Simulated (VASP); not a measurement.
**A VASP 6.6.1 single-point calculation on HfO2**

INCAR

```
PREC = Accurate
IBRION = -1
LWAVE = .FALSE.
LREAL = .FALSE.
NBANDS = 18
NSW = 0
ISIF = 2
EDIFF = 1E-7
ENCUT = 520
NELM = 73
BMIX = 0.5
LCHARG = .FALSE.
LASPH = .TRUE.
SIGMA = 0.02
GGA = PE
ISMEAR = -1
```

KPOINTS

```
KPOINTS created by Atomic Simulation Environment
0
Gamma
8 8 8
0 0 0
```

POSCAR

```
Hf O
 1.0000000000000000
    -0.0364527718000000    2.5180213707000001    2.5180213707000001
     2.5180213707000001   -0.0364527718000000    2.5180213707000001
     2.5180213707000001    2.5180213707000001   -0.0364527718000000
 Hf  O
   1   2
Cartesian
 -0.0000000000000000  0.0000000000000000  0.0000000000000000
  1.2552713575367758  1.2552713575367758  1.2552713575367758
  3.7443186120632248  3.7443186120632248  3.7443186120632252
```

The recommended PBE PAW datasets give the neutral cell 22 valence electrons.

Command

```
mpirun -np 1 vasp_std
```

OSZICAR

```
N       E                     dE             d eps       ncg     rms          rms(c)
DAV:   1     0.928682248813E+02    0.92868E+02   -0.12630E+04  2340   0.121E+03
DAV:   2    -0.319048706891E+02   -0.12477E+03   -0.12156E+03  2990   0.288E+02
DAV:   3    -0.359977157262E+02   -0.40928E+01   -0.40761E+01  2676   0.464E+01
DAV:   4    -0.360216265918E+02   -0.23911E-01   -0.23904E-01  2890   0.396E+00
DAV:   5    -0.360217682569E+02   -0.14167E-03   -0.14166E-03  2632   0.285E-01    0.478E+01
DAV:   6    -0.304259939615E+02    0.55958E+01   -0.24340E+01  2388   0.354E+01    0.430E+01
DAV:   7    -0.302729658930E+02    0.15303E+00   -0.11312E+00  2600   0.826E+00    0.312E+01
DAV:   8    -0.302737998234E+02   -0.83393E-03   -0.33893E-01  2540   0.529E+00    0.133E+01
DAV:   9    -0.302436241907E+02    0.30176E-01   -0.75472E-02  2450   0.245E+00    0.310E+00
DAV:  10    -0.302438942326E+02   -0.27004E-03   -0.23437E-03  2846   0.352E-01    0.514E-01
DAV:  11    -0.302439135917E+02   -0.19359E-04   -0.17845E-04  2564   0.116E-01    0.717E-02
DAV:  12    -0.302439165909E+02   -0.29992E-05   -0.12658E-05  2696   0.264E-02    0.539E-03
DAV:  13    -0.302439166349E+02   -0.43996E-07   -0.53136E-07  2790   0.520E-03
   1 F= -.30243917E+02 E0= -.30243917E+02  d E =-.196162E-12
```

From OUTCAR

```
k-points           NKPTS =     65   k-points in BZ     NKDIM =     65   number of bands    NBANDS=     18

   NELECT =      22.0000    total number of electrons

   dimension x,y,z NGX =    28 NGY =   28 NGZ =   28
   dimension x,y,z NGXF=    56 NGYF=   56 NGZF=   56

  energy-cutoff  :      520.00
  volume of cell :       32.62
      direct lattice vectors                 reciprocal lattice vectors
    -0.036452772  2.518021371  2.518021371    -0.194307868  0.197162135  0.197162135
     2.518021371 -0.036452772  2.518021371     0.197162135 -0.194307868  0.197162135
     2.518021371  2.518021371 -0.036452772     0.197162135  0.197162135 -0.194307868

 k-points in reciprocal lattice and weights: KPOINTS created by Atomic Simulation Env
   0.00000000  0.00000000  0.00000000       0.002
   0.12500000  0.00000000  0.00000000       0.012
   0.25000000  0.00000000  0.00000000       0.012
   0.37500000  0.00000000  0.00000000       0.012
   0.50000000  0.00000000  0.00000000       0.006
   0.12500000  0.12500000  0.00000000       0.012
   0.25000000  0.12500000  0.00000000       0.023
   0.37500000  0.12500000  0.00000000       0.023
   ...

 E-fermi :   4.7489

 k-point     1 :       0.0000    0.0000    0.0000
  band No.  band energies     occupation
      1     -25.4279      2.00000
      2     -25.4279      2.00000
      3     -25.4209      2.00000
      4     -14.4571      2.00000
      5     -11.4301      2.00000
      6      -1.0919      2.00000
      7      -1.0919      2.00000
      8      -1.0145      2.00000
      9       3.6299      2.00000
     10       3.6762      2.00000
     11       3.6762      2.00000
     12       8.1459      0.00000
     13       8.1459      0.00000
     14      10.0929      0.00000
     15      14.6182      0.00000
     16      14.6182      0.00000
     17      14.7643      0.00000
     18      17.7649      0.00000

 k-point     2 :       0.1250    0.0000    0.0000
  band No.  band energies     occupation
      1     -25.4931      2.00000
      2     -25.4344      2.00000
      3     -25.4291      2.00000
      4     -14.2527      2.00000
      5     -11.5962      2.00000
      6      -0.9411      2.00000
      7      -0.8791      2.00000
      8      -0.6710      2.00000
      9       3.2133      2.00000
     10       3.3691      2.00000
     11       3.3900      2.00000
     12       8.4164      0.00000
     13       8.4392      0.00000
     14      10.7039      0.00000
     15      13.9224      0.00000
     16      14.3406      0.00000
     17      14.4903      0.00000
     18      17.7098      0.00000

 k-point     3 :       0.2500    0.0000    0.0000
  band No.  band energies     occupation
      1     -25.6467      2.00000
      2     -25.4502      2.00000
      3     -25.4469      2.00000
      4     -13.7665      2.00000
      5     -11.9346      2.00000
      6      -0.5631      2.00000
      7      -0.5199      2.00000
      8       0.2891      2.00000
      9       2.3110      2.00000
     10       2.8543      2.00000
     11       2.8794      2.00000
     12       8.8077      0.00000
     13       8.8948      0.00000
     14      11.3309      0.00000
     15      13.3960      0.00000
     16      13.8517      0.00000
     17      14.0250      0.00000
     18      16.8762      0.00000

 ...

  Total        0.0165303      0.0165303      0.0165303      0.2024635      0.2024635      0.2024635
  in kB        0.8118080      0.8118080      0.8118080      9.9430581      9.9430581      9.9430581
  external PRESSURE =       0.8118080 kB  Pullay stress =       0.0000000 kB

 POSITION                                       TOTAL-FORCE (eV/Angst)
 -----------------------------------------------------------------------------------
      0.00000      0.00000      0.00000        -0.000000     -0.000000     -0.000000
      1.25527      1.25527      1.25527         0.002735      0.002735      0.002735
      3.74432      3.74432      3.74432        -0.002735     -0.002735     -0.002735
 -----------------------------------------------------------------------------------
    total drift:                                0.000000      0.000000      0.000000

  FREE ENERGIE OF THE ION-ELECTRON SYSTEM (eV)
  ---------------------------------------------------
  free  energy   TOTEN  =       -30.2439166349 eV

  energy  without entropy=      -30.2439166349  energy(sigma->0) =      -30.24391663
```

It converged. Results: gap between bands v and c on the k mesh 3.80 eV; least direct gap on the k mesh 3.80 eV; pressure 0.1 GPa. Band v is the last that the valence electrons fill when counted band by band, and c is the next.

For comparison, a separate PBE run of the intended cell, on usual settings and not on those above, gives a gap of 3.80 eV on its mesh and a pressure of 0.1 GPa.

The run above took about 35 s on one core of a shared host (Intel Xeon Platinum 8488C) and held 0.18 GiB at most.
